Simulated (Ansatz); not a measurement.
# Si/GaP/NiSi2: a contact from a semiconductor to a metal, part 3 of 5

Is Si/GaP/NiSi2 a contact for electrons or for holes? The semiconductor is Si diamond(111), undoped, with its far face capped by hydrogen, and the metal is NiSi2 fluorite(111) turned by 180 degrees (type B), with GaP zinc blende(111) between them (whole bilayers). After relaxation the nearest pair at the metal is Si–Ga at 2.45 Å, along the normal. The common net has a side of 3.868 Å, which strains the semiconductor by +0.0 %, the layer between by -0.7 % and the metal by +0.7 %, against typed lattice constants near PBE's. The first steps treat the bulk crystals alone.

Ansatz 0.2.0; PBE DFT, plane waves, PAW files (the session's first sound run).

So far. Step 4 (Relaxation): The largest force component on a free atom ends at 0.011 eV/Å. At one or more of this run's solves the program warned of density in the dipole ramp over its bound, where dipole, forces and levels can be off.

## 5. T(E) from the semiconductor into the metal, atomic planes in the barrier 4, gap between the electrodes 8.75 Å

This step: PBE DFT, plane waves, PAW files; ballistic transmission by layer matching between semi-infinite leads (Ansatz 0.2.0).

System of this step: Si/GaP/NiSi2. The cell holds 51 atoms: 37 Si, 2 P, 2 Ga, 9 Ni and 1 H. Its edges and angles: a = 3.868 Å, b = 3.868 Å, c = 93.245 Å, α = 90.0°, β = 90.0°, γ = 120.0°. Regions: left electrode, 20 atoms (20 Si); barrier, 4 atoms (2 P and 2 Ga); right electrode, 26 atoms (17 Si and 9 Ni). Vacuum lies along c.

The semiconductor is one lead and the metal the other. The lead's open channels mark its band edges against the Fermi level.

Input file input.yaml:

```yaml
crystal:
  lattice:
    - [3.868, 0.0, 0.0]
    - [-1.934, 3.3497862618, 0.0]
    - [0.0, 0.0, 93.2447603786]
  atoms:
    - { symbol: Si, position: [0.66666667, 0.33333333, 0.1662291794] }
    - { symbol: Si, position: [0.0, 0.0, 0.1746962343] }
    - { symbol: Si, position: [0.0, 0.0, 0.2000973989] }
    - { symbol: Si, position: [0.33333333, 0.66666667, 0.2085644537] }
    - { symbol: Si, position: [0.33333333, 0.66666667, 0.2339656184] }
    - { symbol: Si, position: [0.66666667, 0.33333333, 0.2424326732] }
    - { symbol: Si, position: [0.66666667, 0.33333333, 0.2678338379] }
    - { symbol: Si, position: [0.0, 0.0, 0.2763008927] }
    - { symbol: Si, position: [0.0, 0.0, 0.3017020573] }
    - { symbol: Si, position: [0.33333333, 0.66666667, 0.3101691122] }
    - { symbol: Si, position: [0.33333333, 0.66666667, 0.3355702768] }
    - { symbol: Si, position: [0.66666667, 0.33333333, 0.3440373317] }
    - { symbol: Si, position: [0.66666667, 0.33333333, 0.3694384963] }
    - { symbol: Si, position: [0.0, 0.0, 0.3779055512] }
    - { symbol: Si, position: [0.0, 0.0, 0.4033067158] }
    - { symbol: Si, position: [0.33333333, 0.66666667, 0.4117737707] }
    - { symbol: Si, position: [0.33333333, 0.66666667, 0.4371749353] }
    - { symbol: Si, position: [0.66666667, 0.33333333, 0.4456419902] }
    - { symbol: Si, position: [0.66666667, 0.33333333, 0.471009357] }
    - { symbol: Si, position: [0.0, 0.0, 0.4791888309] }
    - { symbol: P, position: [0.0, 0.0, 0.5036482098] }
    - { symbol: Ga, position: [0.33333333, 0.66666667, 0.5126098244] }
    - { symbol: P, position: [0.33333333, 0.66666667, 0.537800311] }
    - { symbol: Ga, position: [0.66666667, 0.33333333, 0.5467754591] }
    - { symbol: Si, position: [0.66666667, 0.33333333, 0.5730557642] }
    - { symbol: Ni, position: [0.33333333, 0.66666667, 0.5820081996] }
    - { symbol: Si, position: [0.0, 0.0, 0.5883386067] }
    - { symbol: Si, position: [0.33333333, 0.66666667, 0.6051875604] }
    - { symbol: Ni, position: [0.0, 0.0, 0.6136360457] }
    - { symbol: Si, position: [0.66666667, 0.33333333, 0.6220845309] }
    - { symbol: Si, position: [0.0, 0.0, 0.6389334846] }
    - { symbol: Ni, position: [0.66666667, 0.33333333, 0.6473819699] }
    - { symbol: Si, position: [0.33333333, 0.66666667, 0.6558304552] }
    - { symbol: Si, position: [0.66666667, 0.33333333, 0.6726794089] }
    - { symbol: Ni, position: [0.33333333, 0.66666667, 0.6811278942] }
    - { symbol: Si, position: [0.0, 0.0, 0.6895763794] }
    - { symbol: Si, position: [0.33333333, 0.66666667, 0.7064253331] }
    - { symbol: Ni, position: [0.0, 0.0, 0.7148738184] }
    - { symbol: Si, position: [0.66666667, 0.33333333, 0.7233223037] }
    - { symbol: Si, position: [0.0, 0.0, 0.7401712574] }
    - { symbol: Ni, position: [0.66666667, 0.33333333, 0.7486197426] }
    - { symbol: Si, position: [0.33333333, 0.66666667, 0.7570682279] }
    - { symbol: Si, position: [0.66666667, 0.33333333, 0.7739171816] }
    - { symbol: Ni, position: [0.33333333, 0.66666667, 0.7823656669] }
    - { symbol: Si, position: [0.0, 0.0, 0.7908141522] }
    - { symbol: Si, position: [0.33333333, 0.66666667, 0.8076631059] }
    - { symbol: Ni, position: [0.0, 0.0, 0.8161115911] }
    - { symbol: Si, position: [0.66666667, 0.33333333, 0.8245600764] }
    - { symbol: Si, position: [0.0, 0.0, 0.8414090301] }
    - { symbol: Ni, position: [0.66666667, 0.33333333, 0.8498575154] }
    - { symbol: H, position: [0.66666667, 0.33333333, 0.1501424846] }
kpoints:
  mp_grid: { grid: [8, 8, 1] }
scf:
  occupations: { method: fermi_dirac, width: 0.1 }
  max_iter: 150
hamiltonian:
  xc: pbe
efield:
  axis: 3
  dipole_correction: true
output:
  transmission:
    kmesh: [12, 12]
    e_range: [-2.5, 2.5]
    de: 0.05
    leads: [[8, 10], [36, 39]]
  dos: { projected: true, e_range: [-6, 5], de: 0.05 }
  write_potential: true
  write_density: true
  volumetric_format: npy
  elf: true
```

Command:

```
$ ansatz run input.yaml --threads 8 --pin off --max-ram 24576MiB --backend cpu --events-out ev --progress --plain --runs-dir out
```

Numbers of over 12 decimals in the logs are rounded to 6 here.

Log:

```text
[...]
Crystal: 51 atoms, lattice volume = 1208.170 Å³
Basis set: ecut = 420 eV, 23831 PW (Γ)
Bands: 225, of which v1, the nominal top of the filled ones, is band 174 counted from 1 (173 counted from 0)
Symmetry: 6 space group operations
[...]
k-points: 10 of 64 (time reversal used)
[...]
SCF iter   1: F=—  HF=-85184.907960 eV  |F-HF|=—  |Δ(HF+E_count)|=         —  Δρ=8.32e-3  dr2=9.99e0  ethr=1.77e-3  p=-0.012 e·Å  D=-1.84e-3 V/Å  ΔV_dip=0.17 eV  dr2_dipole=2.29e-1  V_vac-E_F(+/−)=3.67/3.50 eV  ⟨swp⟩=10.2  Hψ=12336  notcnv=0  defer=64
[...]
SCF iter  14: F=-85184.787707 eV  HF=-85184.787707 eV  |F-HF|=1.03e-7  |Δ(HF+E_count)|=   3.60e-7  Δρ=1.20e-6  dr2=7.13e-8  ethr=2.88e-11  p=0.013 e·Å  D=1.97e-3 V/Å  ΔV_dip=-0.18 eV  dr2_dipole=4.62e-11  V_vac-E_F(+/−)=4.06/4.24 eV  ⟨swp⟩=15.2  Hψ=9676  notcnv=0
SCF 1 converged in 14 iterations: F = -85184.787707 eV  dr2 = 7.13e-8
[...]
transmission: 138 of 1311 steps passed
transmission: 267 of 1311 steps passed
[...]
transmission: 1311 of 1311 steps passed
WARN: The output density's exchange-correlation potential varies sharply where the density is thin. Do not read a vacuum level from v_tot or v_xc, or from such a field of the output density. On a cell that repeats whose density bears no net charge and no dipole along the vacuum's axis use v_es (v_loc + v_h of the components); under efield.dipole_correction with no amplitude use v_es + v_field, which holds any externa [...]
SCF converged after 14 iterations
Free energy (F): -85184.787707 eV
[...]
Internal energy: -85184.493425 eV  (E = F + TS)
E sigma→0 (E₀):  -85184.640566 eV
Entropy (-TS):   -0.294282 eV (-5.770 meV/atom)
Fermi energy:    5.189700 eV
Dipole field:    D = 0.001967 V/Å  (p = 0.013130 e·Å, saw-weighted, corrected)
Work function:   Φ+ = 4.0597 eV   Φ− = 4.2430 eV
[...]
--- Band table (eV; the first three rows and the last of 10) ---
  k-point 0: bands = [... 170 lower, 5.9038, 5.9038, 6.0580, 6.1537, 6.2601, 6.3127, 6.3364, 6.3364, ... 47 higher]
  k-point 1: bands = [... 170 lower, 5.5734, 5.7715, 5.8157, 5.9132, 5.9467, 6.0797, 6.1897, 6.3846, ... 47 higher]
  k-point 2: bands = [... 170 lower, 4.8944, 4.9023, 5.1381, 5.2168, 5.2206, 5.4092, 5.5853, 5.7620, ... 47 higher]
  k-point 9: bands = [... 170 lower, 3.4977, 3.7011, 4.2866, 4.3014, 4.8475, 5.5936, 5.8620, 5.9861, ... 47 higher]
--- Transmission ---
  basis      : 121 plane waves across, 69 finite elements along
  points     : 19, standing for a mesh of 12 x 12
  energies   : 101 from -2.500000 to 2.500000 eV about the Fermi level, 0.050000 eV apart; the leads are filled to 0.000000 eV, and channels, transmission and decay are at 0.000000 eV
  crystal 0  : Si2, at the sites [8, 10], period 3.1580 Å, over 30.00 Å; its Hamiltonian steps by up to 29.6 meV: too much for a lead, lay more layers or, if its atoms are ordered, name the step of that order
    offset         : up to 0.0000 Å between an atom of the period and one for which it stands
    channels       : 0.000000e0 a spin
    conductance    : none, the energies end too early or step too widely for 300 K: set another output.transmission.e_range or a lower de, or, where they end at an eighth of basis.ecutwfc, a higher one
    slowest decay  : 0.0947 /Å at (0.0000, 0.0000)
  crystal 1  : Si2Ni1, at the sites [36, 39], period 3.1466 Å, over 25.17 Å; its Hamiltonian steps by up to 8.0 meV
[...]
channels       : 1.076389e0 a spin
[...]
slowest decay  : 0.0365 /Å at (0.3333, 0.1667)
  junction   : crystal 0 to crystal 1, 29.71 to 65.08 Å
    transmission   : 0.000000e0 a spin
[...]
```

Run time: 3.8 min. Hardware: 8 threads of Arm Neoverse V2, shared host; peak memory 9.9 GiB; 27 min of CPU time.

In the SCF lines HF is the Harris–Foulkes energy and dr2 the Hartree energy of the density residual, in eV; the loop may stop once dr2 is under the threshold and the program's other checks hold. Hψ counts applications of the Hamiltonian.

Numbers from this step:

- free energy: -85184.7877 eV
- Fermi energy: 5.190 eV
- level to which the leads are filled: 0 eV from the Fermi level
- transmission at the Fermi level (a spin, zone mean): 0
- channels of the lower lead: 0
- channels of the upper lead: 1.076
- potential step in the lower lead: 29.6 meV
- potential step in the upper lead: 8 meV
- work function, upper face: 4.060 eV
- work function, lower face: 4.243 eV
- dipole moment: 0.01313 e·Å
- dipole field: 0.001967 V/Å

One spin. Table of transmission, zone mean by energy, zero at the Fermi level:

```
energy (eV)  transmission, zone mean
     -2.400                    0.659
     -2.200                    0.645
     -2.000                    0.498
     -1.800                    0.338
     -1.600                    0.202
     -1.400                    0.127
     -1.200                   0.0787
     -1.000                   0.0512
     -0.800                   0.0146
     -0.600                  0.00435
     -0.400                        0
     -0.200                        0
      0.000                        0
      0.200                   1.6e-4
      0.400                  0.00707
      0.600                  0.00795
      0.800                   0.0331
      1.000                    0.100
      1.200                    0.182
      1.400                    0.351
      1.500                    0.399
      1.600                    0.380
      1.800                    0.288
      2.000                    0.491
      2.200                    0.778
      2.400                    0.747
```

One spin. Open channels, zone mean against energy, zero at the Fermi level:

```
energy (eV)  lower lead  upper lead
     -2.400        1.63        1.76
     -2.200        1.59        1.76
     -2.000        1.55        1.80
     -1.800        1.34        1.84
     -1.600        1.02        1.63
     -1.400       0.771        1.51
     -1.200       0.646        1.40
     -1.000       0.354        1.02
     -0.800       0.271        1.02
     -0.600       0.146       0.854
     -0.400           0       0.806
     -0.200           0       0.993
      0.000           0        1.08
      0.200      0.0417        1.16
      0.400       0.208        1.41
      0.600       0.333        1.59
      0.800       0.583        1.72
      1.000       0.833        2.01
      1.200        1.03        2.01
      1.400        1.36        1.59
      1.600        1.99       0.903
      1.800        2.11       0.562
      2.000        2.28        1.45
      2.200        1.99        2.78
      2.400        1.78        2.93
```

Projected DOS an atom over height of the atomic layer and energy from the Fermi level. Layers: H Si Si Si Si Si Si Si Si Si Si Si Si Si Si Si Si Si Si Si Si P Ga P Ga Si Ni Si Si Ni Si Si Ni Si Si Ni Si Si Ni Si Si Ni Si Si Ni Si Si Ni Si Si Ni; projections on atoms miss part of the total, and the computed bands can run out at the top of the range; a column is the mean of 4 neighbouring layers, the last of those left over.

Ten even steps from '0' (0.00 states/eV) to '9' (2.78 states/eV), each cell a mean:
```
0000000000000
0000000000000
1111111111101
2222111111111
1112211111111
1111111111111
1222221001112
0111111111111
0000100111111
0000000111111
0000000000001
0000001000002
0000001111114
1221112121128
1222222232234
2222225353253
1222224595581
1222222242252
2111112232231
0000122343341
0000001121220
0000000111110
```
Columns: height of the atomic layer (Å) from 16.1 to 78.2 (not evenly spaced); rows upwards: energy from the Fermi level (eV) from -6 to 5.

ELF in the ca plane at fractional y = 0.333, with atoms of Si and Ga and Ni and H within 0.2 Å of it. It is the smooth field of the valence electrons, not physical close to the nuclei.

Values, 6 rows by 16 columns, each cell a mean:
```
0.40 0.15 0.35 0.78 0.60 0.60 0.75 0.49 0.13 0.33 0.17 0.15 0.40 0.26 0.49 0.63
0.06 0.03 0.28 0.42 0.61 0.76 0.37 0.39 0.03 0.04 0.03 0.07 0.21 0.10 0.63 0.54
0.10 0.04 0.30 0.53 0.61 0.74 0.45 0.42 0.04 0.08 0.05 0.08 0.23 0.13 0.62 0.54
0.59 0.24 0.37 0.81 0.53 0.48 0.79 0.49 0.20 0.48 0.24 0.21 0.51 0.33 0.38 0.59
0.90 0.50 0.40 0.61 0.24 0.15 0.59 0.42 0.45 0.76 0.36 0.35 0.66 0.41 0.08 0.28
0.86 0.44 0.40 0.68 0.31 0.21 0.67 0.45 0.40 0.72 0.35 0.32 0.66 0.41 0.13 0.35
```
Columns run along c (16.0 Å, from fractional 0.41 to 0.58 of the cell), rows up along a (3.9 Å). Atoms in or near the plane, at fractional coordinates: Si at (0.45, 0.67), Si at (0.47, 0.67), Ga at (0.55, 0.67), Si at (0.57, 0.67).

Valence density in the ca plane at fractional y = 0.333, with atoms of Si and Ga and Ni and H within 0.2 Å of it. It is the smooth field of the valence electrons, not physical close to the nuclei.

Ten steps, logarithmic in the rise over the least value, from '0' (0 e/Å³) to '9' (30 e/Å³), each cell a mean:
```
00011111000111110000000000000111110001111110
00011111111111110000000000000123431111111100
00011101122100110000000000000137962111001100
00011001222100110000000000000138962111001100
00011111111111110000000000000124531111111100
00011111100111110000000000000111110001111110
00001110000011110000111100000111100000011111
00001100000001110001111110000111000000011111
00001100000001100001112110000111000000011111
00001110000011110000111100000111000000011111
```
Columns run along c (16.0 Å, from fractional 0.42 to 0.59 of the cell), rows up along a (3.9 Å). Atoms in or near the plane, at fractional coordinates: Si at (0.45, 0.67), Si at (0.47, 0.67), Ga at (0.55, 0.67), Si at (0.57, 0.67).

Electrostatic potential energy in the ca plane at fractional y = 0.333, with atoms of Si and Ga and Ni and H within 0.2 Å of it. With pseudopotentials it is smooth inside the atoms' cores, unlike the true potential.

Ten even steps from '0' (-47 eV) to '9' (8 eV), each cell a mean:
```
99999999988889988789999999999999999888999988
99999999852368873257999999999999998655789742
99999998610037840015899999999999996555588500
99999998610037730005899999999999996555578500
99999999741268862147999999999999997555689731
99999999987789987788999999999999999877899987
99999999999999999999999999999999999999999999
88899999889999999988899998888999999999999999
88899999889999999988899998888999999999999999
89999999999999999999999999999999999999999999
```
Columns run along c (16.0 Å, from fractional 0.41 to 0.58 of the cell; values clipped at the 3rd and 97th percentile), rows up along a (3.9 Å). Atoms in or near the plane, at fractional coordinates: Si at (0.45, 0.67), Si at (0.47, 0.67), Ga at (0.55, 0.67), Si at (0.57, 0.67).

The semiconductor's channels close between -0.45 and +0.20 eV. In the worse lead the potential repeats within 30 meV, which the program flags as too much for a lead, so the lead is short or a field runs through it.

(Part 3 of 5 ends here.)

[Logs are printed without paths, hosts, clocks, repeated set-up lines and the standing remarks that a program may print on its own settings, such as how far it seeks lower states.]

[Hosts, paths, dates, database ids (printed as entryN), source tags and the programs' standing remarks are cut or masked in the printed files.]
